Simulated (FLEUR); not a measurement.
## Anisotropy and exchange couplings of free-standing square Co monolayer, spacing 3.0 A with FLEUR

Wanted: anisotropy and exchange couplings for free-standing square Co monolayer, spacing 3.0 A, with the cost of each step.

Method: LDA (VWN); all-electron FLAPW film, Dirac cores, scalar-relativistic bands, in FLEUR MaX-R8.1.

## (1) Set-up

The cell holds 1 atom: 1 Co. Cell: a = 3.000 Å, b = 3.000 Å, c = 14.000 Å, α = 90.0°, β = 90.0°, γ = 90.0°. Model lattice. Vacuum lies along c.

Structure file:

```xyz
1
Lattice="3.0000 0.0000 0.0000 0.0000 3.0000 0.0000 0.0000 0.0000 14.0000" Properties=species:S:1:pos:R:3
Co    0.0000    0.0000    7.0000
```

## (2) Self-consistent state

The force theorems are single passes in this state's potential, so it has to be converged first.

No symmetry is used, so that later steps may turn the spins freely; k and −k are joined. FLEUR takes the sheet as a true film: the images along c are dropped, heights are typed in bohr, and the vacuum on both sides is semi-infinite. inpgen writes inp.xml from crystal.txt; cutoffs, mixing, functional, smearing and local orbitals are then set in the file. The k list scf (kpts.xml, not shown) is a Γ-centred 10×10×1 mesh; where the ranks do not divide the number of points, some are split in two of half the weight.

Input file inp.xml:

```
<?xml version="1.0" encoding="UTF-8" standalone="no"?>
<fleurInput fleurInputVersion="0.39">
   <comment>
      Co
   </comment>
   <calculationSetup>
      <cutoffs Kmax="3.6" Gmax="10.8" GmaxXC="10.8" numbands="0"/>
      <scfLoop itmax="120" minDistance="0.00002" maxIterBroyd="6" imix="Anderson" alpha="0.03" precondParam="0.0" spinf="2.0" sdNocoIR="T"/>
      <coreElectrons ctail="F" frcor="F" kcrel="1" coretail_lmax="0"/>
      <xcFunctional name="vwn" relativisticCorrections="F"/>
      <magnetism jspins="2" l_noco="F" l_ss="F">
         <qss>0.0 0.0 0.0</qss>
         <mtNocoParams l_mperp="F" l_mtNocoPot="F" l_relaxSQA="F" mag_mixing_scheme="0" mix_RelaxWeightOffD="1.0" l_constrained="F" mix_constr="1.0"/>
         <sourceFreeMag l_sourceFree="F" l_scaleMag="F" mag_scale="1.0"/>
      </magnetism>
      <soc l_soc="F" theta="0.0" phi="0.0" spav="F"/>
      <expertModes spex="0" secvar="F"/>
      <geometryOptimization l_f="F" forcealpha="1.0" forcemix="BFGS" epsdisp="0.00001" epsforce="0.00001"/>
      <ldaU l_linMix="F" mixParam="0.05" spinf="1.0"/>
   </calculationSetup>
   <cell>
      <bzIntegration valenceElectrons="17.0" mode="hist" fermiSmearingEnergy="0.00293995">
         <kPointListSelection listName="scf"/>
         <xi:include xmlns:xi="http://www.w3.org/2001/XInclude" href="kpts.xml"> </xi:include>
      </bzIntegration>
      <xi:include xmlns:xi="http://www.w3.org/2001/XInclude" href="sym.xml"> </xi:include>
      <filmLattice scale="1.0" dVac="6.18" dTilda="8.68">
         <bravaisMatrixFilm>
            <row-1>    5.6691783737999994     0.0000000000000000</row-1>
            <row-2>    0.0000000000000000     5.6691783737999994</row-2>
         </bravaisMatrixFilm>
         <vacuumEnergyParameters vacuum="1" spinUp="-.25" spinDown="-.25"/>
         <vacuumEnergyParameters vacuum="2" spinUp="-.25" spinDown="-.25"/>
      </filmLattice>
   </cell>
   <atomSpecies>
      <species name="Cobalt (Co2.000" element="Co" atomicNumber="27">
         <mtSphere radius="2.69" gridPoints="889" logIncrement="0.014"/>
         <atomicCutoffs lmax="10" lnonsphr="8"/>
         <electronConfig flipSpins="F">
            <coreConfig>(1s1/2) (2s1/2) (2p1/2) (2p3/2)</coreConfig>
            <valenceConfig>(3s1/2) (3p1/2) (3p3/2) (4s1/2) (3d3/2) (3d5/2)</valenceConfig>
            <stateOccupation state="(3d3/2)" spinUp="1.5" spinDown="1.3"/>
            <stateOccupation state="(3d5/2)" spinUp="3.0" spinDown="1.2"/>
         </electronConfig>
         <energyParameters s="4" p="4" d="3" f="4"/>
         <lo type="SCLO" l="0" n="3" eDeriv="0"/>
         <lo type="SCLO" l="1" n="3" eDeriv="0"/>
      </species>
   </atomSpecies>
   <atomGroups>
      <atomGroup species="Cobalt (Co2.000">
         <filmPos label="                   1">.0000000000 .0000000000 .0000000000</filmPos>
         <force calculate="T" relaxXYZ="TTT"/>
         <nocoParams  alpha="0.0" beta="0.0"/>
      </atomGroup>
   </atomGroups>
   <output dos="F" band="F" slice="F">
      <bandDOS minEnergy="-.5*Htr" maxEnergy="0.5*Htr" sigma="0.015" storeEVData="T"/>
      <plotting iplot="0" polar="F">
         <plot TwoD="T" vec1="  1.0  0.0  0.0" vec2="  0.0  1.0  0.0" vec3="  0.0  0.0  1.0" zero="  0.0  0.0 -0.5" file="plot"/>
      </plotting>
      <moessbauerParams electricFieldGradient="F" isomerShift="F" coreHyperfine="F" valenceHyperfine="F"/>
   </output>
</fleurInput>
```

Input file crystal.txt:

```
Co
&input film=T cartesian=F /
3.00000000000  0.00000000000  0.00000000000
0.00000000000  3.00000000000  0.00000000000
0.00000000000  0.00000000000  1.00000000000
1.8897261246
1.0 1.0 1.0

1
27 0.00000000000  0.00000000000  0.00000000000 : 2.000

&kpt div1=10 div2=10 div3=1 gamma=T /
```

On the command line:

```sh
> OMP_NUM_THREADS=1 inpgen -f crystal.txt -nosym -noco > inpgen.log  # inp.xml is then edited as shown
> OMP_NUM_THREADS=1 mpirun -n 4 fleur_MPI > fleur.log
```

Log:

```text
Welcome to FLEUR        (www.flapw.de)
      MaX-Release 8.1          (www.max-centre.eu)

 ========== k-point set info ==========
 Selected k-point list: scf
 k-point list type: mesh
 0 x 0 x 0
 Number of k points: 52

 ------------Calculation Setup---------------------------
 Number of MPI-tasks      :            4
 Number of PE/node        :            4
 Number of OMP-threads    :            1
 k-points in parallel     :            4
 pe's per k-point         :            1
 No of k-point loops      :           13
 Eigenvalue solver        :       lapack
 Number of basis functions:          238
 Approximate size of matrices (H+S) per k-point:         0.002 GB
 --------------------------------------------------------
 Complex matrix made real
 Complex matrix made real
 [... lines of the core solver left out ...]
 Iteration:     1   Distance:      23.23159498 me/bohr^3
 [... lines of the core solver left out ...]
 Iteration:     2   Distance:      18.28389635 me/bohr^3
 [... lines of the core solver left out ...]
 Iteration:     3   Distance:       5.90731620 me/bohr^3
 [... lines of the core solver left out ...]
 Iteration:     4   Distance:       5.47897416 me/bohr^3
 [... lines of the core solver left out ...]
 Iteration:     5   Distance:       3.41294529 me/bohr^3
 [... lines of the core solver left out ...]
 Iteration:     6   Distance:       3.42640516 me/bohr^3
 [... lines of the core solver left out ...]
 Iteration:     7   Distance:       3.40748142 me/bohr^3
 [... lines of the core solver left out ...]
 Iteration:     8   Distance:       3.17035227 me/bohr^3
 [... lines of the core solver left out ...]
 Iteration:     9   Distance:       1.22775472 me/bohr^3
 [... lines of the core solver left out ...]
 Iteration:    10   Distance:       1.05614738 me/bohr^3
 [... lines of the core solver left out ...]
[... 15 iterations left out ...]
 Iteration:    26   Distance:       0.00089830 me/bohr^3
 [... lines of the core solver left out ...]
 Iteration:    27   Distance:       0.00082520 me/bohr^3
 [... lines of the core solver left out ...]
 Iteration:    28   Distance:       0.00060135 me/bohr^3
 [... lines of the core solver left out ...]
[... rest left out ...]

--- out.xml (last complete iteration) ---
<iteration numberForCurrentRun="   35" overallNumber="   35">
         <energyParameters units="Htr">
            <atomicEP atomType="1" spin="1" branch="4s" branchLowest="-3.67" branchHighest="0.57" value="-0.2064528382"/>
            <atomicEP atomType="1" spin="1" branch="4p" branchLowest="-2.34" branchHighest="1.05" value="-0.0431244939"/>
            <atomicEP atomType="1" spin="1" branch="3d" branchLowest="-9.99" branchHighest="-0.20" value="-0.2511066310"/>
            <atomicEP atomType="1" spin="1" branch="4f" branchLowest="-9.99" branchHighest="2.28" value="0.2948094353"/>
            <loAtomicEP atomType="1" spin="1" branch="3s" branchLowest="-32.86" branchHighest="-3.67" value="-3.6739615291"/>
            <loAtomicEP atomType="1" spin="1" branch="3p" branchLowest="-28.16" branchHighest="-2.34" value="-2.3400583230"/>
            <vacuumEP vacuum="1" spin="1" vzIR="-0.1862909342" vzInf="-0.0000234857" value="-0.2500234857"/>
            <vacuumEP vacuum="2" spin="1" vzIR="-0.1862909342" vzInf="-0.0000234857" value="-0.2500234857"/>
            <atomicEP atomType="1" spin="2" branch="4s" branchLowest="-3.59" branchHighest="0.61" value="-0.1908962251"/>
            <atomicEP atomType="1" spin="2" branch="4p" branchLowest="-2.25" branchHighest="1.09" value="-0.0331759497"/>
            <atomicEP atomType="1" spin="2" branch="3d" branchLowest="-9.99" branchHighest="-0.12" value="-0.1797315144"/>
            <atomicEP atomType="1" spin="2" branch="4f" branchLowest="-9.99" branchHighest="2.32" value="0.3001978622"/>
            <loAtomicEP atomType="1" spin="2" branch="3s" branchLowest="-32.82" branchHighest="-3.59" value="-3.5873999897"/>
            <loAtomicEP atomType="1" spin="2" branch="3p" branchLowest="-28.13" branchHighest="-2.25" value="-2.2558918973"/>
            <vacuumEP vacuum="1" spin="2" vzIR="-0.1858464483" vzInf="-0.0000234857" value="-0.2500234857"/>
            <vacuumEP vacuum="2" spin="2" vzIR="-0.1858464483" vzInf="-0.0000234857" value="-0.2500234857"/>
         </energyParameters>
         <bandgap value="0.0000000000" units="eV"/>
         <sumValenceSingleParticleEnergies value="-23.1493915067" units="Htr"/>
         <FermiEnergy value="-0.1793680793" units="Htr"/>
         <valenceDensity>
            <mtCharges spin="1">
               <mtCharge atomType="1" total="9.1206013" s="1.2817344" p="3.0665675" d="4.7691744" f="0.0022884"/>
            </mtCharges>
            <mtCharges spin="2">
               <mtCharge atomType="1" total="6.9015975" s="1.2457226" p="3.0623441" d="2.5909443" f="0.0018812"/>
            </mtCharges>
            <spinDependentCharge spin="1" total="9.6083235" interstitial="0.4271604" mtSpheres="9.1206013" vacuum1="0.0302809" vacuum2="0.0302809"/>
            <spinDependentCharge spin="2" total="7.3916766" interstitial="0.4270439" mtSpheres="6.9015975" vacuum1="0.0315176" vacuum2="0.0315176"/>
            <totalCharge value="17.0000001226"/>
         </valenceDensity>
         <allElectronCharges>
            <spinDependentCharge spin="1" total="14.6083277" interstitial="0.4271604" mtSpheres="14.1206055" vacuum1="0.0302809" vacuum2="0.0302809"/>
            <spinDependentCharge spin="2" total="12.3916725" interstitial="0.4270439" mtSpheres="11.9015933" vacuum1="0.0315176" vacuum2="0.0315176"/>
            <totalCharge value="27.0000001227"/>
         </allElectronCharges>
         <magneticMomentsInMTSpheres units="muBohr">
            <globalMagMoment atomType="1" vec="0.00000   0.00000   2.21901"/>
            <localMagMoment atomType="1" vec="0.00000   0.00000   2.21901"/>
         </magneticMomentsInMTSpheres>
         <moessbauerParams unitsHFF="kG" unitsIS="e/bohr^3" unitsEFG="Htr/bohr^2">
         </moessbauerParams>
         <totalEnergy value="    -1391.0065385478" units="Htr">
            <sumOfEigenvalues value="     -814.2800554687">
               <coreElectrons value="-791.1306639620"/>
               <valenceElectrons value="-23.1493915067"/>
            </sumOfEigenvalues>
            <densityCoulombPotentialIntegral value="-2149.2995745349"/>
            <densityEffectivePotentialIntegral value="-2224.9783325767"/>
            <chargeDenXCDenIntegral value="-57.1667368686"/>
            <FockExchangeEnergyValence value="0.0000000000"/>
            <FockExchangeEnergyCore value="0.0000000000"/>
            <atomTypeDependentContributions atomType="1">
               <electronNucleiInteractionDifferentMTs value="1666.1541644185"/>
               <MadelungTerm value="-3.7341271013"/>
            </atomTypeDependentContributions>
            <tkbTimesEntropy value="0.0039934813"/>
            <freeEnergy value="-1391.0105320291"/>
            <extrapolationTo0K value="-1391.0085352885"/>
         </totalEnergy>
         <densityConvergence units="me/bohr^3">
            <chargeDensity spin="1" distance="0.0000053009"/>
            <chargeDensity spin="2" distance="0.0000101036"/>
            <overallChargeDensity distance="0.0000135242"/>
            <spinDensity distance="0.0000088013"/>
         </densityConvergence>
      </iteration>
```

The job ended after 93 s (4 MPI ranks of Arm Neoverse N1, shared host; peak memory 0.53 GiB).

Numbers from this step:

| Property | Result |
| --- | --- |
| free energy | -37851.3249 eV |
| program's band gap on this mesh (in a metal only a level spacing) | 0 eV |
| magnetization | 2.217 μB |
| final state | ferromagnetic |
| largest moment | 2.219 μB |

After 35 cycles the largest moment stands at 2.22 μB.

## (3) Anisotropy by the force theorem, rung 1

Anisotropy is a small difference, so it is taken from sums over occupied states at a frozen potential, where most errors cancel.

One pass with spin–orbit coupling for each direction, from the saved density. Inversion lets half of the mesh serve, which the program's warning doesn't know. The k list mae (kpts.xml, not shown) is a Γ-centred 9×9×1 mesh.

inp.xml, as its differences from that of step 2:

```diff
@@ -6,4 +6,4 @@
    <calculationSetup>
-      <cutoffs Kmax="3.6" Gmax="10.8" GmaxXC="10.8" numbands="0"/>
-      <scfLoop itmax="120" minDistance="0.00002" maxIterBroyd="6" imix="Anderson" alpha="0.03" precondParam="0.0" spinf="2.0" sdNocoIR="T"/>
+      <cutoffs Kmax="3.6" Gmax="10.8" GmaxXC="10.8" numbands="41"/>
+      <scfLoop itmax="1" minDistance="0.00002" maxIterBroyd="6" imix="Anderson" alpha="0.03" precondParam="0.0" spinf="2.0" sdNocoIR="T"/>
       <coreElectrons ctail="F" frcor="F" kcrel="1" coretail_lmax="0"/>
@@ -15,3 +15,3 @@
       </magnetism>
-      <soc l_soc="F" theta="0.0" phi="0.0" spav="F"/>
+      <soc l_soc="T" theta="0.0" phi="0.0" spav="F"/>
       <expertModes spex="0" secvar="F"/>
@@ -22,3 +22,3 @@
       <bzIntegration valenceElectrons="17.0" mode="hist" fermiSmearingEnergy="0.00293995">
-         <kPointListSelection listName="scf"/>
+         <kPointListSelection listName="mae"/>
          <xi:include xmlns:xi="http://www.w3.org/2001/XInclude" href="kpts.xml"> </xi:include>
@@ -64,2 +64,5 @@
    </output>
+   <forceTheorem>
+      <MAE theta="0.0 1.5707963 1.5707963 0.5235988 1.0471976" phi="0.0 0.0 1.5707963 0.0 0.0"/>
+   </forceTheorem>
 </fleurInput>
```

On the command line:

```sh
> OMP_NUM_THREADS=1 mpirun -n 4 fleur_MPI -warn_only > fleur.log
```

Log:

```text
[banner, memory and clock lines left out]
Welcome to FLEUR        (www.flapw.de)
      MaX-Release 8.1          (www.max-centre.eu)
************FLEUR-Warning*****************
Error message: k-point set is not compatible to missing time-reversal symmetry in calculation.
Error occurred in subroutine: gen_bz
Error from PE:0/4
*****************************************

 ========== k-point set info ==========
 Selected k-point list: mae
 k-point list type: mesh
 0 x 0 x 0
 Number of k points: 44

 [... set-up left out ...]
 ********************************************************************
 Run finished successfully
 Stop message:
   Forcetheorem MAE
 ********************************************************************

--- out.xml (force theorem) ---
<Forcetheorem_MAE Angles="5" units="Htr">
            <Angle theta="0.0000000" phi="0.0000000" ev-sum="-23.150792000"/>
            <Angle theta="1.5707963" phi="0.0000000" ev-sum="-23.150965816"/>
            <Angle theta="1.5707963" phi="1.5707963" ev-sum="-23.150965816"/>
            <Angle theta="0.5235988" phi="0.0000000" ev-sum="-23.150836155"/>
            <Angle theta="1.0471976" phi="0.0000000" ev-sum="-23.150922567"/>
         </Forcetheorem_MAE>
```

Run time: 8.4 s. Hardware: 4 MPI ranks; peak memory 0.37 GiB.

Anisotropy energies, by row:

| axis | x | y | z | band energy less the first axis' (meV a cell) |
| --- | --- | --- | --- | --- |
| z | 0 | 0 | 1 | 0 |
| x | 1 | 0 | 0 | -4.73 |
| y | 0 | 1 | 0 | -4.73 |
| 30 degrees from z toward x | 0.5 | 0 | 0.866 | -1.202 |
| 60 degrees from z toward x | 0.866 | 0 | 0.5 | -3.553 |

Shape anisotropy is not in these numbers.

## (4) Energy against the direction of the moments, rung 2

A second rung shows how far the first can be trusted.

The k list mae (kpts.xml, not shown) is a Γ-centred 21×21×1 mesh.

inp.xml is that of step 3.

Log:

```text
[banner, memory and clock lines left out]
Welcome to FLEUR        (www.flapw.de)
      MaX-Release 8.1          (www.max-centre.eu)
************FLEUR-Warning*****************
************FLEUR-Warning*****************
Error message: k-point set is not compatible to missing time-reversal symmetry in calculation.
Error occurred in subroutine: gen_bz
Error from PE:1/4
*****************************************
Error message: k-point set is not compatible to missing time-reversal symmetry in calculation.
Error occurred in subroutine: gen_bz
Error from PE:0/4
[...]
********************************************************************
 Run finished successfully
 Stop message:
   Forcetheorem MAE
 ********************************************************************

--- out.xml (force theorem) ---
<Forcetheorem_MAE Angles="5" units="Htr">
            <Angle theta="0.0000000" phi="0.0000000" ev-sum="-23.150327628"/>
            <Angle theta="1.5707963" phi="0.0000000" ev-sum="-23.150513769"/>
            <Angle theta="1.5707963" phi="1.5707963" ev-sum="-23.150513769"/>
            <Angle theta="0.5235988" phi="0.0000000" ev-sum="-23.150374526"/>
            <Angle theta="1.0471976" phi="0.0000000" ev-sum="-23.150467526"/>
         </Forcetheorem_MAE>
```

Run time: 33 s. Hardware: 4 MPI ranks; peak memory 0.48 GiB; 2.2 min of CPU time.

Anisotropy energies, by row:

| axis | x | y | z | band energy less the first axis' (meV a cell) |
| --- | --- | --- | --- | --- |
| z | 0 | 0 | 1 | 0 |
| x | 1 | 0 | 0 | -5.065 |
| y | 0 | 1 | 0 | -5.065 |
| 30 degrees from z toward x | 0.5 | 0 | 0.866 | -1.276 |
| 60 degrees from z toward x | 0.866 | 0 | 0.5 | -3.807 |

(Part 1 of 2 ends here.)

[Logs and program files are shortened in this print: banners, set-up blocks, solver, clock and traceback lines can be left out without a mark of their own.]

[Logs are printed without paths, hosts, clocks, repeated set-up lines and the standing remarks that a program may print on its own settings, such as how far it seeks lower states.]

[Hosts, paths, dates, database ids (printed as entryN), source tags and the programs' standing remarks are cut or masked in the printed files.]

[Where a cell is said to come from a database of computed structures, the database is the Materials Project.]
